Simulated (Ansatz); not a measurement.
# How many bands does the GW gap of In3GaP4 (quasi-random alloy, started on the GaP lattice) (P1) need?

Aim: see how the G0W0 gap of In3GaP4 (quasi-random alloy, started on the GaP lattice) (P1) on LDA moves with empty bands and screening cutoff, and what each rung costs.

Method: G0W0 on LDA, plane waves, PAW, in Ansatz 0.2.0.

## (1) Set-up

The cell holds 32 atoms: 4 Ga, 12 In and 16 P. Cell: a = 9.898 Å, b = 9.901 Å, c = 9.893 Å, α = 109.5°, β = 109.5°, γ = 109.5°. It derives from GaP.

The structure was relaxed with LDA. The runs that relaxed it are not among those shown. The default PAW set here is soft_2. Its files were made with PBE.

## (2) 251 empty bands, screening to 28 eV

Now the one-shot GW correction: screening in the RPA, then the self-energy of the levels asked for.

input.yaml

```yaml
crystal:
  lattice:
    - [-5.7157253596, 5.714119744, -5.7140078984]
    - [5.7178479516, 5.7163494784, 5.7141150407]
    - [5.7116550362, -5.7142268864, -5.7100447173]
  atoms:
    - { symbol: Ga, position: [0.0062605256, -0.0003827223, 0.0016119557] }
    - { symbol: In, position: [0.2475405168, 0.4953287688, 0.2481162535] }
    - { symbol: In, position: [0.4929097767, 0.0002785294, 0.4976180423] }
    - { symbol: In, position: [0.7524999517, 0.5043380545, 0.7522465831] }
    - { symbol: In, position: [0.747904229, 0.2502833834, 0.0026884215] }
    - { symbol: Ga, position: [0.0033113129, 0.7549409378, 0.2519456278] }
    - { symbol: In, position: [0.2479357613, 0.241514029, 0.493241913] }
    - { symbol: In, position: [0.5025710527, 0.7549647822, 0.7528052348] }
    - { symbol: In, position: [0.5029770067, 0.495682782, 0.0026947319] }
    - { symbol: In, position: [0.752318647, 4.07616e-05, 0.2476798655] }
    - { symbol: In, position: [-0.0029368916, 0.5046604498, 0.4975124692] }
    - { symbol: Ga, position: [0.2482105254, 0.0010991294, 0.7513787828] }
    - { symbol: In, position: [0.2475790953, 0.7584510292, 0.0017646202] }
    - { symbol: Ga, position: [0.4933099335, 0.2462363188, 0.2433477134] }
    - { symbol: In, position: [0.7567233559, 0.7499244696, 0.5020830441] }
    - { symbol: In, position: [0.0018808696, 0.2446160743, 0.7523275803] }
    - { symbol: P, position: [-0.00391667, 0.2332733846, 0.0012711274] }
    - { symbol: P, position: [0.2359467667, 0.7466537607, 0.2475467035] }
    - { symbol: P, position: [0.5020533929, 0.2529518826, 0.4868609721] }
    - { symbol: P, position: [0.76550547, 0.7659843909, 0.7639381637] }
    - { symbol: P, position: [0.7664203475, 0.5138906057, 0.0149581098] }
    - { symbol: P, position: [-0.0003356906, -0.0134141436, 0.2344040139] }
    - { symbol: P, position: [0.2491434801, 0.4976657437, 0.5016941961] }
    - { symbol: P, position: [0.4861097048, 0.0030803127, 0.7509972971] }
    - { symbol: P, position: [0.4962308885, 0.7465210875, 0.0008767851] }
    - { symbol: P, position: [0.7350821813, 0.2495840295, 0.2508008487] }
    - { symbol: P, position: [0.0155426831, 0.7667101155, 0.5005053025] }
    - { symbol: P, position: [0.2524553574, 0.2373518121, 0.7479773156] }
    - { symbol: P, position: [0.2489612181, 0.0128211133, -0.0027440568] }
    - { symbol: P, position: [0.5019824434, 0.4893875507, 0.2538494849] }
    - { symbol: P, position: [0.7456223037, -0.0032061036, 0.4975818753] }
    - { symbol: P, position: [0.0022004545, 0.4987676802, 0.7504190218] }
kpoints:
  mp_grid: { grid: [2, 2, 2] }
hamiltonian:
  xc: lda
scf:
  occupations: { method: fixed }
gw:
  n_empty_bands: 251
  ecut_chi: 28
  qp_bands: [v4, c4]
  qp_kpoints: band_edges
  screening: { model: contour_deformation }
```

Started as:

```console
> ansatz run input.yaml --threads 2 --pin off --max-ram 92160MiB --backend cuda --events-out ev --progress --plain --runs-dir out --devices 1 --max-vram 13GiB  # rebuilt from the run's record
```

Numbers of over 12 decimals in the logs are rounded to 6 here.

Log:

```text
GPUs: using 1 of 1 available (devices: 1).
Engine: ansatz 0.2.0, x86_64-unknown-linux-gnu
Pseudopotentials: kind: paw
Pseudopotential: Ga, paw, valence charge 13, recommended cutoff 420 eV (normal), Ga.paw.azcp
Pseudopotential: In, paw, valence charge 13, recommended cutoff 420 eV (normal), In.paw.azcp
Pseudopotential: P, paw, valence charge 5, recommended cutoff 420 eV (normal), P.paw.azcp
Functional definition: SPW92
  exchange = slater_x
  correlation = pw_c
device memory: the entry about to start is reckoned to put 5.0 GiB on a device that reports 51.3 GiB free (of which the cap on the GPU budget leaves the run 13.0 GiB)
GPU FFT provider: cuFFT
GPU libraries: cuBLAS 13.8.2, cuFFT 12.4.0, cuSOLVER 12.3.4
Crystal: 32 atoms, lattice volume = 746.245 Å³
Basis set: ecut = 420 eV, 14627 PW (Γ)
Bands: 176, of which v1, the nominal top of the filled ones, is band 144 counted from 1 (143 counted from 0)
Symmetry: 1 space group operations
Space group: P1 (ITA 1), of the structure as read, at distance tolerance 9.1e-5 Å
k-points: 8
Non-local potential: Ga, projectors of the file, l = 0: 2, l = 1: 2, l = 2: 3, l = 3: 1
Non-local potential: In, projectors of the file, l = 0: 2, l = 1: 2, l = 2: 2, l = 3: 2
Non-local potential: P, projectors of the file, l = 0: 2, l = 1: 2, l = 2: 2
PAW form: soft (Blöchl's): semilocal exchange-correlation on the pseudo side does not see the compensation charge
PAW frozen core: Ga, regenerated for the run's functional, and the local potential with it (the file was generated under x = pbe(κ = 0.804, μ = 0.219515), c = pbe(β = 0.066725))
PAW frozen core: In, regenerated for the run's functional, and the local potential with it (the file was generated under x = pbe(κ = 0.804, μ = 0.219515), c = pbe(β = 0.066725))
PAW frozen core: P, regenerated for the run's functional, and the local potential with it (the file was generated under x = pbe(κ = 0.804, μ = 0.219515), c = pbe(β = 0.066725))
PAW one-centre angular grid: Ga, 590 points (default); XC on 64 Gauss nodes
PAW one-centre angular grid: In, 590 points (default); XC on 64 Gauss nodes
PAW one-centre angular grid: P, 110 points (default); XC on 64 Gauss nodes
Initial density: superposition of atomic densities (neutral atoms: chi_scale 0, normalization atom), corrected by the library's trained network
Initial wavefunctions: pseudopotential atomic-orbital guess
GPU buffer pool allocated for 373248 grid points (all kernels)
GPU transforms: local potential and band sums: pruned to the plane-wave sphere, on 72×72×72
Functional: x = slater, c = lda
SCF iter   1: F=—  HF=-91937.363145 eV  |F-HF|=—  |Δ(HF+E_count)|=         —  Δρ=7.93e-3  dr2=4.50e-1  ethr=1.77e-3  ⟨swp⟩=6.0  Hψ=5332  notcnv=0  defer=226
preconditioner: auto → Resta (q_TF=auto, 2.328 Å⁻¹)  ε∞=4.0  [insulator: Δε(μ)=0.723 eV  Ē_g=13.427 eV  n_scr=140 (ndim 8)  ℏωp=23.1 eV  f_vac=0.013  ε∞_Penn≈4.0]
SCF iter   2: F=—  HF=-91937.228745 eV  |F-HF|=—  |Δ(HF+E_count)|=   1.34e-1  Δρ=3.48e-3  dr2=8.75e-2  ethr=1.56e-4  ⟨swp⟩=2.5  Hψ=2026  notcnv=0  defer=240
SCF iter   3: F=—  HF=-91937.203124 eV  |F-HF|=—  |Δ(HF+E_count)|=   2.56e-2  Δρ=6.28e-4  dr2=2.87e-3  ethr=3.04e-5  ⟨swp⟩=3.1  Hψ=1915  notcnv=0  defer=240
SCF iter   4: F=—  HF=-91937.203267 eV  |F-HF|=—  |Δ(HF+E_count)|=   1.43e-4  Δρ=3.56e-4  dr2=8.27e-4  ethr=9.97e-7  ⟨swp⟩=2.0  Hψ=2385  notcnv=0  defer=240
SCF iter   5: F=—  HF=-91937.202631 eV  |F-HF|=—  |Δ(HF+E_count)|=   6.36e-4  Δρ=9.03e-5  dr2=8.30e-5  ethr=2.87e-7  ⟨swp⟩=2.0  Hψ=2379  notcnv=0  defer=238
SCF iter   6: F=—  HF=-91937.202650 eV  |F-HF|=—  |Δ(HF+E_count)|=   1.85e-5  Δρ=3.09e-5  dr2=9.84e-6  ethr=2.88e-8  ⟨swp⟩=2.0  Hψ=1750  notcnv=0  defer=237
SCF iter   7: F=—  HF=-91937.202649 eV  |F-HF|=—  |Δ(HF+E_count)|=   1.02e-6  Δρ=9.44e-6  dr2=5.14e-7  ethr=3.42e-9  ⟨swp⟩=3.0  Hψ=2729  notcnv=0  defer=237
SCF iter   8: F=-91937.202649 eV  HF=-91937.202649 eV  |F-HF|=2.08e-8  |Δ(HF+E_count)|=   6.14e-8  Δρ=1.58e-6  dr2=3.10e-8  ethr=3.47e-11  ⟨swp⟩=14.1  Hψ=7880  notcnv=0
SCF 1 converged in 8 iterations: F = -91937.202649 eV  dr2 = 3.10e-8
  greatest PAW one-centre occupation: 0.994 electrons in one spin orbital (limit 2), on the Ga atom at site 5 (counted from 0), in its partial waves of l = 2
device memory: the entry about to start is reckoned to put 5.2 GiB (of the 5.7 GiB reckoned in all, the device holds 0.5 GiB already) on a device that reports 50.7 GiB free (of which the cap on the GPU budget leaves the run 12.5 GiB)
NSCF: frozen V_eff on 8 k-points
the band table was solved once the SCF had ended and its energy, with any forces and stress, was formed, with the checks that follow a solve (5134 applications of the Hamiltonian). They found nothing against the state; the energy, forces and stress were not computed again (output.eigenvalues in the input reference)
device memory: the entry about to start is reckoned to put 5.3 GiB on a device that reports 51.3 GiB free (of which the cap on the GPU budget leaves the run 13.0 GiB)
NSCF: frozen V_eff on 8 k-points
G₀W₀ screening: q 1/8
[... further progress lines ...]
SCF converged after 8 iterations
Free energy (F): -91937.202649 eV
Harris-Foulkes:  -91937.202649 eV  (|F-HF|=2.08e-8)
Internal energy: -91937.202649 eV  (E = F + TS)
E sigma→0 (E₀):  -91937.202649 eV
Fermi energy:    7.118971 eV
--- Per-component energies (eV) ---
  E_band       = -863.321106
  E_kinetic    = 4530.592688
  E_local      = -25545.148742  (includes V_loc(G=0)·N_el)
  E_nonlocal   = 6718.181132
  E_hartree    = 10652.037621
  E_xc         = -3817.547568
  E_vxc        = -2423.633118  (∫ρ·V_xc dr)
  E_paw        = -64489.324251  (= ΣΔE_a)
  E_vpaw       = -5447.391600  (= ΣTr[D̂ρ^β])
  E_aug_tail   = -0.000102  (compensation charges beyond the density's cutoff)
  E_ewald      = -19998.199408
  E_core_change = 12.205980  (= ΣΔE_core)
  E_smearing   = -0.000000  (= −TS)
  E_closure    = 0.000000  (closes the sum)
  Σ components = -91937.202649   (vs F -91937.202649, Δ=0.00e0)
--- Band table (eV; the first three rows and the last of 8) ---
  k-point 0: bands = [... 140 lower, 6.1893, 7.0847, 7.1008, 7.1190, 7.8985, 8.5735, 8.5994, 8.6220, ... 28 higher]
  k-point 1: bands = [... 140 lower, 5.9753, 5.9931, 6.7830, 6.8928, 9.0614, 9.1891, 9.2885, 9.4447, ... 28 higher]
  k-point 2: bands = [... 140 lower, 5.9857, 5.9906, 6.7598, 6.9212, 9.0538, 9.3531, 9.3852, 9.4557, ... 28 higher]
  k-point 7: bands = [... 140 lower, 6.1280, 6.1403, 6.1569, 6.1951, 8.3236, 8.4381, 8.4667, 8.6094, ... 28 higher]
--- G₀W₀: contour deformation, 6 samples at zero and on the imaginary axis and 1 off it, 8 q-points, 251 empty bands' worth ---
  eigenvalues of the whole cell's RPA ε∞ on this k-mesh (on a slab, of 1 + 4πα/V) = 21.6217, 22.2119, 22.8162; static W/v taken at q = 0 is 0.045021
  gw.qp_kpoints: band_edges: 8 of 8 stored k-points solved, in 1 pass; an edge of the gap read off the rows below is read off those points alone
    ik  band        ε_KS         Σx   Σc(E_QP)       V_xc       Z   E_QP_lin       E_QP  E_QP is
     0   141      6.1893   -16.2279     2.1942   -14.4630  0.7412     6.6126     6.6187  root
     0   142      7.0847   -16.8525     1.9082   -15.4462  0.7482     7.5791     7.5866  root
     0   143      7.1008   -16.8741     1.9135   -15.4653  0.7482     7.5980     7.6056  root
     0   144      7.1190   -16.8815     1.9174   -15.4703  0.7481     7.6176     7.6252  root
     0   145      7.8985   -10.4532    -3.1088   -14.8375  0.7652     9.1373     9.1739  root
     0   146      8.5735    -7.0367    -3.3243   -11.0153  0.7680     9.2732     9.2277  root
     0   147      8.5994    -6.9308    -3.3311   -10.9046  0.7687     9.2841     9.2421  root
     0   148      8.6220    -6.9247    -3.3348   -10.9022  0.7687     9.3066     9.2646  root
     1   141      5.9753   -16.0790     2.2545   -14.2262  0.7387     6.3715     6.3770  root
     1   142      5.9931   -15.9921     2.2065   -14.1879  0.7392     6.3898     6.3953  root
     1   143      6.7830   -16.7347     2.0073   -15.2135  0.7466     7.2619     7.2691  root
     1   144      6.8928   -16.7302     1.9860   -15.2431  0.7467     7.3841     7.3916  root
     1   145      9.0614    -7.6960    -3.3874   -11.9699  0.7628     9.9629     9.9479  root
     1   146      9.1891    -8.9748    -3.2518   -13.3157  0.7575    10.2726    10.2783  root
     1   147      9.2885    -7.9132    -3.3897   -12.2449  0.7621    10.2410    10.2305  root
     1   148      9.4447    -9.3256    -3.3386   -13.8877  0.7568    10.6453    10.6682  root
     2   141      5.9857   -15.8807     2.1392   -14.1479  0.7400     6.3865     6.3921  root
     2   142      5.9906   -15.8901     2.1475   -14.1488  0.7399     6.3911     6.3967  root
     2   143      6.7598   -16.7289     2.0127   -15.1992  0.7464     7.2357     7.2428  root
     2   144      6.9212   -16.7344     1.9813   -15.2549  0.7467     7.4154     7.4230  root
     2   145      9.0538    -7.6056    -3.3971   -11.8736  0.7630     9.9413     9.9248  root
     2   146      9.3531    -7.8532    -3.4013   -12.1864  0.7624    10.2965    10.2850  root
     2   147      9.3852    -9.2969    -3.3127   -13.8218  0.7570    10.5759    10.5975  root
     2   148      9.4557    -9.1323    -3.2787   -13.5738  0.7580    10.6035    10.6185  root
[...]
7   141      6.1280   -16.2791     2.2302   -14.4714  0.7405     6.5445     6.5504  root
     7   142      6.1403   -16.3087     2.2360   -14.5059  0.7408     6.5673     6.5735  root
     7   143      6.1569   -16.3015     2.2355   -14.4989  0.7408     6.5835     6.5897  root
     7   144      6.1951   -16.3137     2.2248   -14.5197  0.7410     6.6199     6.6260  root
     7   145      8.3236    -9.0973    -3.1539   -13.3705  0.7649     9.4301     9.4429  root
     7   146      8.4381    -9.1551    -3.1681   -13.4790  0.7650     9.5760     9.5939  root
     7   147      8.4667    -9.1564    -3.1717   -13.4832  0.7652     9.6041     9.6219  root
     7   148      8.6094    -9.2625    -3.1859   -13.6525  0.7653     9.7887     9.8136  root
```

The job ended after 49 s (1 × NVIDIA H100 80GB HBM3 (shared by 6 runs) with 2 threads of AMD EPYC 7R13 (Zen 3), shared host; peak memory 2.2 GiB; 65 s of CPU time).

In the SCF lines HF is the Harris–Foulkes energy and dr2 the Hartree energy of the density residual, in eV; the loop may stop once dr2 is under the threshold and the program's other checks hold. Hψ counts applications of the Hamiltonian.

Numbers from this step:

```
bands summed                                 : 395
RPA ε∞ on this mesh (eigenvalues)            : 21.62, 22.21, 22.82
plane waves in the screening matrix          : 249
q-points in the mesh                         : 8
G0W0 gap on the mesh                         : 1.549 eV
k of the valence top                         : 0, 0, 0
k of the conduction bottom                   : 0, 0, 0
starting gap on the mesh                     : 0.7795 eV
Z at the valence top                         : 0.7481
Z at the conduction bottom                   : 0.7652
least direct G0W0 gap on the computed points : 1.549 eV
```

The gap on the mesh goes from 0.78 eV to 1.55 eV, a correction of +0.77 eV. Between the two edge states, bare exchange in place of the xc potential would open the gap by 5.80 eV, and correlation takes back 5.03 eV.

## (3) 992 empty bands, screening to 70 eV

Another rung: the empty bands reach about as high as the screening cutoff, so the two stay in balance.

Edit input.yaml of step 2 so:

```diff
@@ -45,4 +45,4 @@
 gw:
-  n_empty_bands: 251
-  ecut_chi: 28
+  n_empty_bands: 992
+  ecut_chi: 70.0
   qp_bands: [v4, c4]
```

Log:

```text
GPUs: using 1 of 1 available (devices: 1).
[...]
GPU FFT provider: cuFFT
GPU libraries: cuBLAS 13.8.2, cuFFT 12.4.0, cuSOLVER 12.3.4
Crystal: 32 atoms, lattice volume = 746.245 Å³
Basis set: ecut = 420 eV, 14627 PW (Γ)
Bands: 176, of which v1, the nominal top of the filled ones, is band 144 counted from 1 (143 counted from 0)
[... 1 set-up line as in the run before ...]
[...]
k-points: 8
[...]
GPU buffer pool allocated for 373248 grid points (all kernels)
[...]
SCF iter   1: F=—  HF=-91937.363145 eV  |F-HF|=—  |Δ(HF+E_count)|=         —  Δρ=7.93e-3  dr2=4.50e-1  ethr=1.77e-3  ⟨swp⟩=6.0  Hψ=5332  notcnv=0  defer=226
[...]
SCF iter   8: F=-91937.202649 eV  HF=-91937.202649 eV  |F-HF|=2.08e-8  |Δ(HF+E_count)|=   6.14e-8  Δρ=1.58e-6  dr2=3.10e-8  ethr=3.47e-11  ⟨swp⟩=14.1  Hψ=7880  notcnv=0
SCF 1 converged in 8 iterations: F = -91937.202649 eV  dr2 = 3.10e-8
[...]
NSCF: frozen V_eff on 8 k-points
[...]
G₀W₀ screening: q 1/8
[... further progress lines ...]
SCF converged after 8 iterations
Free energy (F): -91937.202649 eV
[...]
Internal energy: -91937.202649 eV  (E = F + TS)
E sigma→0 (E₀):  -91937.202649 eV
Fermi energy:    7.118971 eV
[...]
--- Band table (eV; the first three rows and the last of 8) ---
  k-point 0: bands = [... 140 lower, 6.1893, 7.0847, 7.1008, 7.1190, 7.8985, 8.5735, 8.5994, 8.6220, ... 28 higher]
  k-point 1: bands = [... 140 lower, 5.9753, 5.9931, 6.7830, 6.8928, 9.0614, 9.1891, 9.2885, 9.4447, ... 28 higher]
  k-point 2: bands = [... 140 lower, 5.9857, 5.9906, 6.7598, 6.9212, 9.0538, 9.3531, 9.3852, 9.4557, ... 28 higher]
  k-point 7: bands = [... 140 lower, 6.1280, 6.1403, 6.1569, 6.1951, 8.3236, 8.4381, 8.4667, 8.6094, ... 28 higher]
[...]
0   141      6.1893   -16.2279     1.6893   -14.4630  0.7327     6.1135     6.1137  root
     0   142      7.0847   -16.8525     1.3823   -15.4462  0.7377     7.0606     7.0607  root
     0   143      7.1008   -16.8741     1.3862   -15.4653  0.7377     7.0783     7.0783  root
     0   144      7.1190   -16.8815     1.3897   -15.4703  0.7376     7.0975     7.0975  root
     0   145      7.8985   -10.4532    -3.7151   -14.8375  0.7553     8.6095     8.5676  root
     0   146      8.5735    -7.0367    -3.6505   -11.0153  0.7646     8.9071     8.9015  root
     0   147      8.5994    -6.9308    -3.6539   -10.9046  0.7655     8.9245     8.9193  root
     0   148      8.6220    -6.9247    -3.6576   -10.9022  0.7654     8.9471     8.9419  root
[...]
7   145      8.3236    -9.0973    -3.6928   -13.3705  0.7578     8.9291     8.9040  root
     7   146      8.4381    -9.1551    -3.7423   -13.4790  0.7578     9.0450     9.0197  root
     7   147      8.4667    -9.1564    -3.7442   -13.4832  0.7581     9.0748     9.0493  root
     7   148      8.6094    -9.2625    -3.8023   -13.6525  0.7581     9.2232     9.1971  root
```

It took 1.7 min on 1 × NVIDIA H100 80GB HBM3 (shared by 6 runs) with 2 threads; peak memory 5.1 GiB.

This step gave:

- bands summed: 1136
- RPA ε∞ on this mesh (eigenvalues): 21.05, 21.62, 22.20
- plane waves in the screening matrix: 959
- q-points in the mesh: 8
- G0W0 gap on the mesh: 1.470 eV
- k of the valence top: 0, 0, 0
- k of the conduction bottom: 0, 0, 0
- starting gap on the mesh: 0.7795 eV
- Z at the valence top: 0.7376
- Z at the conduction bottom: 0.7553
- least direct G0W0 gap on the computed points: 1.470 eV

Against the run with 2×2×2 mesh, 251 empty bands, screening to 28 eV, the gap moves by −0.08 eV.

## (4) The runs together

Times are wall times on 1 × NVIDIA H100 80GB HBM3 (shared by 6 runs) with 2 threads of AMD EPYC 7R13 (Zen 3), shared host, good to a factor of about two.

| mesh | files | frequency | bands summed | cutoff (eV) | start (eV) | G0W0 (eV) | time | host memory (GiB) |
| --- | --- | --- | --- | --- | --- | --- | --- | --- |
| 2×2×2 | default PAW | contour deformation | 395 | 28 | 0.779 | 1.549 | 49 s | 2.2 |
| 2×2×2 | default PAW | contour deformation | 1136 | 70 | 0.779 | 1.470 | 1.7 min | 5.1 |

The parts of the quasiparticle energy at the two band edges (eV; QP = start + Σx + Σc − Vxc):

| run | edge | start | Σx | Σc | Vxc | Z | QP |
| --- | --- | --- | --- | --- | --- | --- | --- |
| 395 bands | valence top | 7.12 | -16.88 | 1.92 | -15.47 | 0.75 | 7.63 |
| 395 bands | conduction bottom | 7.90 | -10.45 | -3.11 | -14.84 | 0.77 | 9.17 |
| 1136 bands | valence top | 7.12 | -16.88 | 1.39 | -15.47 | 0.74 | 7.10 |
| 1136 bands | conduction bottom | 7.90 | -10.45 | -3.72 | -14.84 | 0.76 | 8.57 |

## (5) What came out

```yaml
395_bands_28_ev: 1.549 eV
1136_bands_70_ev: 1.470 eV
estimated_limit_in_bands_and_cutoff: 1.43 eV
mesh_and_start: 2×2×2, LDA
```

What this shows: A line in one over the bands through the two rungs gives 1.43 eV, −0.04 eV from the top rung; with two points alone it is an unchecked estimate. The rungs stand 0.12 eV (395 bands) and 0.04 eV (1136 bands) from it. From 395 to 1136 bands the gap moves by −0.08 eV while the time grows 2.1-fold. Σc changes by −0.53 eV at the valence top and −0.61 eV at the conduction bottom, so the levels themselves move more than the gap between them. The 2×2×2 mesh is coarse for this cell (its supercell is 20 Å along the shortest edge). The RPA ε∞ on it, from the LDA start, is 21.05, 21.62 and 22.20; such meshes misread the long-range screening, most where the gap is narrow. The many-body steps are scalar-relativistic: spin-orbit coupling is not in them.

[Paths, hosts, dates, memory and timing lines, banners, echoed tables and standing remarks are left out of the program output.]

[Logs are printed without paths, hosts, clocks, repeated set-up lines and the standing remarks that a program may print on its own settings, such as how far it seeks lower states.]

[Runs of the session that timed out or met a known fault of the program may be left out.]

[Cells called generated may have been cut or substituted from an entry of the Crystallography Open Database or the Materials Project.]

[Hosts, paths, dates, database ids (printed as entryN), source tags and the programs' standing remarks are cut or masked in the printed files.]
